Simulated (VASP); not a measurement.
# SrCl2 (Fm-3m) in VASP: a series of runs

One crystal, SrCl2, is run at these levels: PBE; tasks: relaxation of cell and atoms.

Program: VASP 6.6.1. These are calculated values, not measurements. Logs are shortened: lines on timing, memory, paths and dates and some standing lists are left out, and cuts for length are marked.

## (1) The crystal as given

The structure is cubic, space group Fm-3m (No. 225). Conventional cell: a = 6.977 Å, b = 6.977 Å, c = 6.977 Å, α = 90.00°, β = 90.00°, γ = 90.00°. Sr (site symmetry m-3m) has 8 Cl at 3.02 Å as nearest neighbours. Cl (site symmetry -43m) is surrounded by 4 Sr at 3.02 Å.

## (2) Relaxation of cell and atoms, PBE

INCAR

```
  PREC = Accurate
  ENCUT = 600
  EDIFF = 1E-6
  ISMEAR = 0
  SIGMA = 0.03
  LREAL = F
  LASPH = T
  NELM = 80
  ALGO = Normal
  ISIF = 3
  LWAVE = F
  LCHARG = F
  GGA = PE
  IBRION = 2
  NSW = 90
  EDIFFG = -0.01
```

KPOINTS

```
Automatic mesh
0
Gamma
  8 8 8
```

POSCAR

```
SrCl2
1.0
    0.0000000000      3.4883500000      3.4883500000
    3.4883500000      0.0000000000      3.4883500000
    3.4883500000      3.4883500000      0.0000000000
Sr Cl
1 2
Direct
    0.0000000000      0.0000000000      0.0000000000
    0.2500000000      0.2500000000      0.2500000000
    0.7500000000      0.7500000000      0.7500000000
```

Potentials or basis: VASP PAW PBE potentials, release 64 (Sr_sv, Cl).

Command:

```
$ cat potpaw_PBE.64/Sr_sv/POTCAR potpaw_PBE.64/Cl/POTCAR > POTCAR
$ mpirun -np 1 vasp_std > vasp.out
```

OUTCAR:

```text
PREC = Accurate
   ENCUT = 600
   EDIFF = 1E-6
   ISMEAR = 0
   LREAL = F
   LASPH = T
   NELM = 80
   ISIF = 3
   GGA = PE
   IBRION = 2
   NSW = 90
   EDIFFG = -0.01

 ion  position               nearest neighbor table
   1  0.000  0.000  0.000-   3 3.02   3 3.02   3 3.02   2 3.02   3 3.02   2 3.02   2 3.02   2 3.02

   2  0.250  0.250  0.250-   1 3.02   1 3.02   1 3.02   1 3.02
   3  0.750  0.750  0.750-   1 3.02   1 3.02   1 3.02   1 3.02

  LATTYP: Found a face centered cubic cell.
 ALAT       =     6.9767000000

  Lattice vectors:

 A1 = (   0.0000000000,   3.4883500000,   3.4883500000)
 A2 = (   3.4883500000,   0.0000000000,   3.4883500000)
 A3 = (   3.4883500000,   3.4883500000,   0.0000000000)

Analysis of symmetry for initial positions (statically):
=====================================================================
 Subroutine PRICEL returns:
 Original cell was already a primitive cell.

 Routine SETGRP: Setting up the symmetry group for a
 face centered cubic supercell.

 Subroutine GETGRP returns: Found 48 space group operations
 (whereof 48 operations were pure point group operations)
 out of a pool of 48 trial point group operations.

The static configuration has the point symmetry O_h .

Analysis of symmetry for dynamics (positions and initial velocities):
=====================================================================
 Subroutine PRICEL returns:
 Original cell was already a primitive cell.

 Routine SETGRP: Setting up the symmetry group for a
 face centered cubic supercell.

 Subroutine GETGRP returns: Found 48 space group operations
 (whereof 48 operations were pure point group operations)
 out of a pool of 48 trial point group operations.

The dynamic configuration has the point symmetry O_h .

 Subroutine INISYM returns: Found 48 space group operations
 (whereof 48 operations are pure point group operations),
 and found     1 'primitive' translations

----------------------------------------------------------------------------------------

                                     Primitive cell

  volume of cell :      84.8966

  direct lattice vectors                    reciprocal lattice vectors
     0.000000000  3.488350000  3.488350000    -0.143334241  0.143334241  0.143334241
     3.488350000  0.000000000  3.488350000     0.143334241 -0.143334241  0.143334241
     3.488350000  3.488350000  0.000000000     0.143334241  0.143334241 -0.143334241

  length of vectors
     4.933271880  4.933271880  4.933271880     0.248262188  0.248262188  0.248262188

  position of ions in fractional coordinates (direct lattice)
     0.000000000  0.000000000  0.000000000
     0.250000000  0.250000000  0.250000000
     0.750000000  0.750000000  0.750000000

  ion indices of the primitive-cell ions
   primitive index   ion index
                 1           1
                 2           2
                 3           3

----------------------------------------------------------------------------------------

 KPOINTS: Automatic mesh

Automatic generation of k-mesh.
 Grid dimensions read from file:
 generate k-points for:    8    8    8

 Generating k-lattice:

  Cartesian coordinates                     Fractional coordinates (reciprocal lattice)
    -0.017916780  0.017916780  0.017916780     0.125000000  0.000000000  0.000000000
     0.017916780 -0.017916780  0.017916780     0.000000000  0.125000000  0.000000000
     0.017916780  0.017916780 -0.017916780     0.000000000  0.000000000  0.125000000

  Length of vectors
     0.031032774  0.031032774  0.031032774

  Shift w.r.t. Gamma in fractional coordinates (k-lattice)
     0.000000000  0.000000000  0.000000000

 Subroutine IBZKPT returns following result:
 ===========================================

 Found     29 irreducible k-points:

 Following reciprocal coordinates:
            Coordinates               Weight
  0.000000  0.000000  0.000000      1.000000
  0.125000  0.000000  0.000000      8.000000
  0.250000  0.000000  0.000000      8.000000
  0.375000  0.000000  0.000000      8.000000
  0.500000  0.000000  0.000000      4.000000
  0.125000  0.125000  0.000000      6.000000
[... 16 lines left out ...]
  0.500000  0.250000  0.125000     48.000000
 -0.375000  0.250000  0.125000     24.000000
 [... further k-points ...]
   k-points           NKPTS =     29   k-points in BZ     NKDIM =     29   number of bands    NBANDS=     16
   number of dos      NEDOS =    301   number of ions     NIONS =      3
   total plane-waves  NPLWV =  64000
   dimension x,y,z NGX =    40 NGY =   40 NGZ =   40
   dimension x,y,z NGXF=    80 NGYF=   80 NGZF=   80
   ions per type =               1   2
   NGX,Y,Z   is equivalent  to a cutoff of  13.48, 13.48, 13.48 a.u.
   NGXF,Y,Z  is equivalent  to a cutoff of  26.96, 26.96, 26.96 a.u.
 SYSTEM =  unknown system
   PREC   = accura    normal or accurate (medium, high low for compatibility)
   ISTART =      0    job   : 0-new  1-cont  2-samecut
   ICHARG =      2    charge: 1-file 2-atom 10-const
   ISPIN  =      1    spin polarized calculation?
   LNONCOLLINEAR =      F non collinear calculations
   LSORBIT =      F    spin-orbit coupling
   LASPH  =      T    aspherical Exc in radial PAW
   ENCUT  =  600.0 eV  44.10 Ry    6.64 a.u.   9.85  9.85  9.85*2*pi/ulx,y,z
   NELM   =     80;   NELMIN=  2; NELMDL= -5     # of ELM steps
   EDIFF  = 0.1E-05   stopping-criterion for ELM
   LREAL  =      F    real-space projection
   EDIFFG = -.1E-01   stopping-criterion for IOM
   NSW    =     90    number of steps for IOM
   IBRION =      2    ionic relax: 0-MD 1-quasi-New 2-CG
   NFREE  =      1    steps in history (QN), initial steepest desc. (CG)
   ISIF   =      3    stress and relaxation
   ISYM   =      2    0-nonsym 1-usesym 2-fastsym
   POTIM  = 0.5000    time-step for ionic-motion
   TEBEG  =    0.0;   TEEND  =   0.0 temperature during run
   PSTRESS=    0.0 pullay stress
   NELECT =      24.0000    total number of electrons
   NUPDOWN=      -1.0000    fix difference up-down
   EMIN   =  10.00;   EMAX   =-10.00  energy-range for DOS
   EFERMI =   0.00;   METHOD = LEGACY
   ISMEAR =     0;   SIGMA  =   0.03  broadening in eV -4-tet -1-fermi 0-gaus
   EFERMI_NEDOS =   21; number of points for ismear=-14 and -15
   IALGO  =     38    algorithm
   IMIX   =      4    mixing-type and parameters
     AMIX     =   0.40;   BMIX     =  1.00
     AMIX_MAG =   1.60;   BMIX_MAG =  1.00
  volume/ion in A,a.u.               =      28.30       190.97
  Fermi-wavevector in a.u.,A,eV,Ry     =   1.074439  2.030396 15.706833  1.154420
  Thomas-Fermi vector in A             =   2.210267
   LORBIT       =      0    0 simple, 1 ext, 2 COOP (PROOUT), +10 PAW based schemes
   GGA     = PE    functional components
   LHFCALC =     F    Hartree Fock is set to
   AEXX    =    0.0000 exact exchange contribution
   IVDW    =     0    specifies the selected vdW correction
   LEPSILON=     F    determine dielectric tensor
   LRPA    =     F    only Hartree local field effects (RPA)
 conjugate gradient relaxation of ions
 non-spin polarized calculation
 Gauss-broadening in eV      SIGMA  =   0.03
  energy-cutoff  :      600.00
  volume of cell :       84.90
 maximum number of plane-waves:      2874
   NGX = 19   NGY = 19   NGZ = 19

--------------------------------------- Ionic step        1  -------------------------------------------

 number of electron      24.0000003 magnetization

 Free energy of the ion-electron system (eV)
  ---------------------------------------------------
  ext. energy  EPLUGINS =         0.00000000
  ---------------------------------------------------
  free energy    TOTEN  =       -12.78261910 eV

  energy without entropy =      -12.78261910  energy(sigma->0) =      -12.78261910

------------------------ aborting loop because EDIFF is reached ----------------------------------------

  FORCE on cell =-STRESS in cart. coord.  units (eV):
  Direction    XX          YY          ZZ          XY          YZ          ZX
  --------------------------------------------------------------------------------------
  -------------------------------------------------------------------------------------
  Total        0.5897819      0.5897819      0.5897819      0.0000000      0.0000000      0.0000000
  in kB       11.1304273     11.1304273     11.1304273      0.0000000      0.0000000      0.0000000
  external PRESSURE =      11.1304273 kB  Pullay stress =       0.0000000 kB
[... 59 lines left out ...]
  energy  without entropy=      -12.7915762443  energy(sigma->0) =      -12.79157624

--------------------------------------- Ionic step        3  -------------------------------------------

 number of electron      23.9999999 magnetization

 Free energy of the ion-electron system (eV)
  ---------------------------------------------------
  ext. energy  EPLUGINS =         0.00000000
  ---------------------------------------------------
  free energy    TOTEN  =       -12.79163663 eV

  energy without entropy =      -12.79163663  energy(sigma->0) =      -12.79163663

 E-fermi :   0.1276     XC(G=0):  -8.1510

 val. band max:       -0.0460398152   @ k =   0.5000   0.5000   0.0000
 cond. band min:       5.1737699422   @ k =   0.0000   0.0000   0.0000
 fundamental gap:      5.2198097574
 Fermi energy:         0.1276462992

 k-point     1 :       0.0000    0.0000    0.0000
  band No.  band energies     occupation
      1     -33.0362      2.00000
      2     -15.0148      2.00000
      3     -15.0148      2.00000
      4     -15.0148      2.00000
      5     -13.2573      2.00000
      6     -12.4684      2.00000
[... 8 lines left out ...]
     15       6.0579      0.00000
     16       8.9367      0.00000
[... 420 lines left out ...]
  band No.  band energies     occupation
      1     -33.0332      2.00000
      2     -15.2144      2.00000
      3     -15.1046      2.00000
      4     -15.0327      2.00000
      5     -12.7724      2.00000
      6     -12.6165      2.00000
[... 8 lines left out ...]
     15       7.2424      0.00000
     16       7.5730      0.00000

 [... further k-points ...]

------------------------ aborting loop because EDIFF is reached ----------------------------------------

  FORCE on cell =-STRESS in cart. coord.  units (eV):
  Direction    XX          YY          ZZ          XY          YZ          ZX
  --------------------------------------------------------------------------------------
  -------------------------------------------------------------------------------------
  Total        0.0010272      0.0010272      0.0010272      0.0000000      0.0000000      0.0000000
  in kB        0.0187965      0.0187965      0.0187965      0.0000000      0.0000000      0.0000000
  external PRESSURE =       0.0187965 kB  Pullay stress =       0.0000000 kB
[... 18 lines left out ...]
  FREE ENERGIE OF THE ION-ELECTRON SYSTEM (eV)
  ---------------------------------------------------
  free  energy   TOTEN  =       -12.7916366269 eV

  energy  without entropy=      -12.7916366269  energy(sigma->0) =      -12.79163663

 reached required accuracy - stopping structural energy minimisation
```

Run time: 47 s. Hardware: 1 thread of Intel Xeon 6975P-C (Granite Rapids), shared host; peak memory 0.26 GiB.

What came out:

```yaml
Free_energy: -12.7916 eV
Relaxed_volume: 29.18 Å³/atom
Relaxed_cell: a = 4.984 Å, b = 4.984 Å, c = 4.984 Å, α = 60.00°, β = 60.00°, γ = 60.00°
Space_group_after_relaxing_to_0.05_Å: Fm-3m (No. 225)
Energy_gained_by_relaxing: 3.0 meV/atom
Ionic_steps: 3
Pressure_after_relaxing: 0.0 GPa
Band_gap_on_the_k_mesh: 5.22 eV, indirect (least direct gap 5.52 eV)
```

Step by step:
```
step  energy change (eV)  largest force (eV/Å)  pressure (GPa)  volume (Å³)
   1              0.0000                0.0000            1.11        84.90
   2             -0.0090                0.0000            0.09        87.34
   3             -0.0090                0.0000            0.00        87.55
```

Final structure:
```
Sr Cl
1.0
     0.00000    3.52437    3.52437
     3.52437    0.00000    3.52437
     3.52437    3.52437    0.00000
Sr Cl
1 2
Direct
  0.00000 0.00000 0.00000
  0.25000 0.25000 0.25000
  0.75000 0.75000 0.75000
```

Levels at points of the mesh, in eV from the valence-band top:
```csv
k point,band 10,band 11,band 12,band 13,band 14,band 15
"(0.00, 0.00, 0.00)",-0.33,-0.33,-0.33,5.22,6.10,6.10
"(0.50, 0.00, 0.00)",-1.26,-1.01,-1.01,6.68,6.68,7.40
"(0.50, 0.50, 0.00)",-0.38,-0.38,0.00,5.52,6.95,7.52
```

A k mesh can miss the band edges. PBE usually gives volumes a little too large and moduli too small.

## (3) Relaxation of cell and atoms, PBE

This run uses another cell than the first one, of 29.18 Å³/atom, 1.031 times its volume.

INCAR, as its differences from that of step 2:

```diff
@@ -2,3 +2,3 @@
   ENCUT = 600
-  EDIFF = 1E-6
+  EDIFF = 1E-7
   ISMEAR = 0
@@ -15,2 +15,2 @@
   NSW = 90
-  EDIFFG = -0.01
+  EDIFFG = -0.005
```

KPOINTS is that of step 2.

POSCAR

```
SrCl2                                   
1.0
    0.0000000000      3.5243729114      3.5243729114
    3.5243729114      0.0000000000      3.5243729114
    3.5243729114      3.5243729114      0.0000000000
  Sr              Cl            
     1     2
Direct
     0.0000000000000000    0.0000000000000000    0.0000000000000000
     0.2500000000000000    0.2500000000000000    0.2500000000000000
     0.7500000000000000    0.7500000000000000    0.7500000000000000
```

Potentials or basis: VASP PAW PBE potentials, release 64 (Sr_sv, Cl).

Command:

```
$ cat potpaw_PBE.64/Sr_sv/POTCAR potpaw_PBE.64/Cl/POTCAR > POTCAR
$ mpirun -np 1 vasp_std > vasp.out
```

Wall time 22 s (1 thread of Intel Xeon 6975P-C (Granite Rapids), shared host); peak memory 0.25 GiB.

It converged, with:

```yaml
Free_energy: -12.7918 eV
Pressure_after_relaxing: 0.0 GPa
Band_gap_on_the_k_mesh: 5.22 eV, indirect (least direct gap 5.52 eV)
```

Final structure:
```yaml
crystal:
  lattice:
    - [0.00000, 3.52437, 3.52437]
    - [3.52437, 0.00000, 3.52437]
    - [3.52437, 3.52437, 0.00000]
  atoms:
    - { symbol: Sr, position: [0.00000, 0.00000, 0.00000] }
    - { symbol: Cl, position: [0.25000, 0.25000, 0.25000] }
    - { symbol: Cl, position: [0.75000, 0.75000, 0.75000] }
```

Levels at points of the mesh, in eV from the valence-band top:
| k point | band 9 | band 10 | band 11 | band 12 | band 13 | band 14 | band 15 | band 16 |
| --- | --- | --- | --- | --- | --- | --- | --- | --- |
| (0.00, 0.00, 0.00) | -2.02 | -0.33 | -0.33 | -0.33 | 5.22 | 6.10 | 6.10 | 8.98 |
| (0.50, 0.00, 0.00) | -1.44 | -1.26 | -1.01 | -1.01 | 6.68 | 6.68 | 7.40 | 7.82 |
| (0.50, 0.50, 0.00) | -1.81 | -0.38 | -0.38 | 0.00 | 5.52 | 6.95 | 7.52 | 7.91 |

Caveat: the relaxation stopped at its first step, so nothing moved.
